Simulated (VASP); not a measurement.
InSb: relaxation of cell and atoms with PBEsol

The system is InSb.

```xyz
2
Lattice="0.0000 3.2603 3.2603 3.2603 0.0000 3.2603 3.2603 3.2603 0.0000" Properties=species:S:1:pos:R:3 pbc="T T T"
In    0.0000    0.0000    0.0000
Sb    1.6302    1.6302    1.6302
```

```yaml
Program: VASP 6.6.1
Task: relaxation of cell and atoms
Functional: PBEsol
Potentials_or_basis: VASP PAW PBE potentials, release 64 (In_d, Sb)
Cutoff: 600 eV
k_mesh: 10 × 10 × 10
Occupations: gaussian, width 0.03 eV
Spin: no spin polarisation
Further_INCAR_settings: ALGO = Normal; EDIFF = 1e-07; IBRION = 2; EDIFFG = -0.005; NSW = 90; ISIF = 3
```

```yaml
Pressure_after_relaxing: 0.0 GPa
Band_gap_on_the_k_mesh: none (metal or under the smearing width)
```

Final structure:
```cif
data_structure
_symmetry_space_group_name_H-M 'P 1'
_symmetry_Int_Tables_number 1
_cell_length_a 4.6108
_cell_length_b 4.6108
_cell_length_c 4.6108
_cell_angle_alpha 60.000
_cell_angle_beta 60.000
_cell_angle_gamma 60.000
_cell_volume 69.31
loop_
_atom_site_label
_atom_site_type_symbol
_atom_site_fract_x
_atom_site_fract_y
_atom_site_fract_z
_atom_site_occupancy
In1 In 0.00000 0.00000 0.00000 1
Sb1 Sb 0.25000 0.25000 0.25000 1
```

Levels at points of the mesh, in eV from the Fermi level:
```csv
k point,band 5,band 6,band 7,band 8,band 9,band 10,band 11,band 12,band 13
"(0.00, 0.00, 0.00)",-14.43,-10.64,-0.38,-0.01,-0.01,-0.01,2.92,2.92,2.92
"(0.50, 0.00, 0.00)",-14.43,-9.31,-5.58,-0.99,-0.99,0.43,3.76,3.76,5.96
"(0.50, 0.50, 0.00)",-14.42,-8.72,-5.88,-2.22,-2.22,1.27,1.28,8.00,8.00
```

Wall time 31 s on 4 MPI ranks on Intel(R) Xeon(R) Platinum 8375C CPU @ 2.90GHz (Ice Lake), with other jobs on the host, peak memory 0.27 GiB a rank.

Caveat: the relaxation stopped at its first step, so nothing moved; the PAW data sets were made with another functional, which shifts forces and pressure a little; this crystal is a semiconductor, whose small gap the functional closes, so the metal is an error of the method. Spin-orbit coupling is left out, which matters for the levels of Sb.
